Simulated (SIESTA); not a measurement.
## InPd under changes of volume

One of the cells (17.863 Å³/atom); the others are scaled copies at fixed shape and fractional positions:

```xyz
2
Lattice="3.2936 0.0000 0.0000 0.0000 3.2936 0.0000 0.0000 0.0000 3.2936" Properties=species:S:1:pos:R:3 pbc="T T T"
In    0.0000    0.0000    0.0000
Pd    1.6468    1.6468    1.6468
```

The cell comes from a database or a generator and needn't be the stable form of this composition.

| Property | Result |
| --- | --- |
| Program | SIESTA 5.4.2 |
| Functional | PBE |
| Potentials or basis | PseudoDojo 0.4 standard (PBE files) |
| Basis | DZP (energy shift 0.003 Ry; two zetas on semicore shells) |
| Grid cutoff | 800 Ry |
| Energy shift | 0.003 Ry |
| k mesh | 8 × 8 × 8 |
| Occupations | fermi-dirac, width 0.05 eV |
| Spin | no spin polarisation |

```tsv
volume (Å³/atom)	energy over the lowest point (meV/atom)	pressure (GPa)
16.462	65.52	14.6
16.813	?	?
17.163	18.68	7.2
17.863	0.44	1.4
18.214	0.00	-0.9
18.564	4.32	-3.0
```

Q: What does the run at 16.813 Å³/atom give?

A: Energy over the lowest point 38.09 meV/atom; pressure 10.6 GPa.

Worked out: A Birch-Murnaghan fit of order 3 (a polynomial in V^(-2/3)) to the other rows has its minimum at 18.07 Å³/atom with B0 = V·E''(V) = 120 GPa and B' = 5.7. It gives 38.01 meV/atom at 16.813 Å³/atom, against the run's 38.09, and -dE/dV = 10.6 GPa, against 10.6.

Energies are extrapolated to zero smearing.

Caveats: the basis of atomic orbitals isn't converged, which shifts pressures, moduli and gaps.
